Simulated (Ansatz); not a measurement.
## Pressure against volume: Ga

```cif
data_structure
_symmetry_space_group_name_H-M 'Fm-3m'
_symmetry_Int_Tables_number 225
_cell_length_a 4.2348
_cell_length_b 4.2348
_cell_length_c 4.2348
_cell_angle_alpha 90.000
_cell_angle_beta 90.000
_cell_angle_gamma 90.000
_cell_volume 75.95
loop_
_atom_site_label
_atom_site_type_symbol
_atom_site_symmetry_multiplicity
_atom_site_Wyckoff_symbol
_atom_site_fract_x
_atom_site_fract_y
_atom_site_fract_z
_atom_site_occupancy
Ga1 Ga 4 a 0.00000 0.00000 0.00000 1
```

The runs use the primitive cell with vectors (0.000, 2.117, 2.117), (2.117, 0.000, 2.117), (2.117, 2.117, 0.000) Å, to which the k mesh refers.

Symmetry: Fm-3m, No. 225, cubic system. The conventional cell has a = 4.235 Å, b = 4.235 Å, c = 4.235 Å, α = 90.00°, β = 90.00°, γ = 90.00°. Ga (site symmetry m-3m) is surrounded by 12 Ga at 2.99 Å.

The structure comes from a relaxation in the same program, started in the fcc type, and has space group Fm-3m. Whether it is a known phase or the ground state wasn't checked.

Methods: DFT, PBE, all-electron LAPW, scalar-relativistic (Ansatz 0.2.0); DFT, PBE, PAW with Ansatz's default frozen-core files, scalar-relativistic (Ansatz 0.2.0).

For LAPW: a Γ-centred 17×17×17 k mesh, Fermi–Dirac smearing of 0.05 eV, basis error target 0.25 meV/atom, no spin polarisation. PAW takes a cutoff of 420 eV at this cell. The Ansatz runs share mesh, smearing and spin set-up. Plane-wave (PAW) pressures include the program's estimate of the Pulay term.

The cell above is scaled evenly, with fractional coordinates and shape held.

| V/V(cell) | V (Å³/atom) | P, LAPW (GPa) | P, PAW (GPa) |
| --- | --- | --- | --- |
| 0.9405 | 17.857 | 3.37 | 3.35 |
| 0.9800 | 18.607 | 1.02 | 1.00 |
| 1.0000 | 18.987 | 0.02 | 0.00 |
| 1.0200 | 19.366 | -0.88 | -0.90 |
| 1.0600 | 20.126 | ? | ? |

Task: Fill in the row V/V(cell) = 1.0600.

Result: P, LAPW (GPa) = -2.41, P, PAW (GPa) = -2.43.

Task: What do Birch–Murnaghan fits to the pressures give?

Result: LAPW: V0 = 18.99 Å³/atom, B0 = 47 GPa, B0′ = 4.5; PAW: V0 = 18.99 Å³/atom, B0 = 48 GPa, B0′ = 4.5.

PAW's V0 lies -0.04 % from the all-electron value and its B0 0.2 %. Symmetry fixes shape and coordinates here, so this is the relaxed modulus.
